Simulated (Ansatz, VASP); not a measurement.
**One calculation of Al, two programs**

File INCAR:

```
ALGO     = Normal         # electronic algorithm
EDIFF    = 1E-6           # SCF threshold, eV
EDIFFG   = -0.01          # ionic threshold
ENCUT    = 600            # plane-wave cutoff, eV
IBRION   = 2              # ionic algorithm
ISIF     = 3              # what is computed and relaxed
ISMEAR   = -1             # smearing method
LASPH    = True           # aspherical terms in the spheres
LCHARG   = False          # write CHGCAR
LREAL    = False          # projectors in reciprocal space
LWAVE    = False          # write WAVECAR
NELM     = 80             # most SCF steps
NSW      = 80             # ionic steps
PREC     = Accurate       # precision mode
SIGMA    = 0.1            # smearing width, eV
```

Contents of KPOINTS:

```
k-points
0
Gamma
  10 10 10
```

POSCAR

```
Al
1.0
    0.0000000000      2.8194727963      2.8194727963
    2.8194727963      0.0000000000      2.8194727963
    2.8194727963      2.8194727963      0.0000000000
Al
2
Direct
    0.1250000000      0.1250000000      0.1250000000
    0.8750000000      0.8750000000      0.8750000000
```

Input for Ansatz:

```yaml
crystal:
  lattice:
    - [0.0, 2.8194727963, 2.8194727963]
    - [2.8194727963, 0.0, 2.8194727963]
    - [2.8194727963, 2.8194727963, 0.0]
  atoms:
    - { symbol: Al, position: [0.125, 0.125, 0.125] }
    - { symbol: Al, position: [0.875, 0.875, 0.875] }
hamiltonian:
  xc: lda
  pseudopotentials:
    kind: paw
    azcp:
      Al: "pseudopotentials/Al.paw.azcp"
basis:
  ecutwfc: 420
  fft_grid_basis: typed
kpoints:
  mp_grid: { grid: [10, 10, 10], shift: [0, 0, 0] }
magnetization:
  spin_polarized: false
scf:
  occupations: { method: fermi_dirac, width: 0.1 }
relax:
  max_steps: 60
  f_tol: 0.01
  cell: {}
```

The cell was built by a generator and needn't be a form met in nature.

Alike in both runs: task relaxation of cell and atoms; functional LDA; k mesh 10 × 10 × 10; occupations fermi-dirac, width 0.1 eV; no spin polarisation.

```csv
,VASP,Ansatz
version,VASP 6.6.1,Ansatz 0.2.0
potentials or method,"VASP PAW LDA potentials, release 64 (Al)","plane waves (420 eV) with PAW, scalar-relativistic"
plane-wave cutoff (eV),600,420
valence electrons in the cell,6,6
```

```csv
,VASP,Ansatz,Ansatz less VASP
relaxed volume (Å³/atom),26.31,26.32,+0.005
relaxed cell length with the largest relative difference (Å),4.206,4.207,+0.0003
energy change over the relaxation (meV/atom),-99,-98,+1.2
```

Ansatz warned: «pseudo_functional_mismatch».

Caveats: the volume moved by over 15 % at a fixed basis, so the end points are rough (VASP).
